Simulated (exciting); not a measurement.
Pb, 2 atoms in the cell. Symmetry: C2/m, No. 12, monoclinic system. Conventional cell: a = 6.077 Å, b = 3.501 Å, c = 6.452 Å, α = 90.00°, β = 109.14°, γ = 90.00°. Around Pb (site symmetry m) lie 10 Pb at 3.34 to 3.51 Å. This isn't the form of Pb at room conditions, which is fcc.

| Property | Result |
| --- | --- |
| Program | exciting (release sodium) |
| Task | single point |
| Functional | LDA |
| Dispersion | TS |
| Potentials or basis | all-electron LAPW+lo, shipped species files, valence relativity iora* |
| rgkmax | 9 |
| k mesh | 4 × 4 × 3 |
| Occupations | methfessel-paxton, width 0.05 eV |
| Spin | spin-orbit coupling, no magnetisation |
| outputlevel | normal |
| gmaxvr (cutoff of density and potential) | 14 1/bohr |
| lmaxapw (and lmaxmat) | 10 |
| lmaxvr | 8 |
| nempty | 46 |
| Valence relativity | iora* |
| epsengy | 1e-05 Ha |
| epspot | 1e-05 Ha |
| maxscl | 60 |
| Muffin-tin radii | Pb 2.3 bohr |

Potentials or basis: all-electron LAPW+lo, shipped species files, valence relativity iora*.

Launch:

```console
$ OMP_NUM_THREADS=1 exciting_smp
```

Hardware: 1 thread of Arm Neoverse V2, on a shared host.

Estimate the wall time of this run.

It took 3.1 min on 1 thread of Arm Neoverse V2, on a shared host, peak memory 0.2 GiB. Counts: scf iterations 14, plane waves 450.
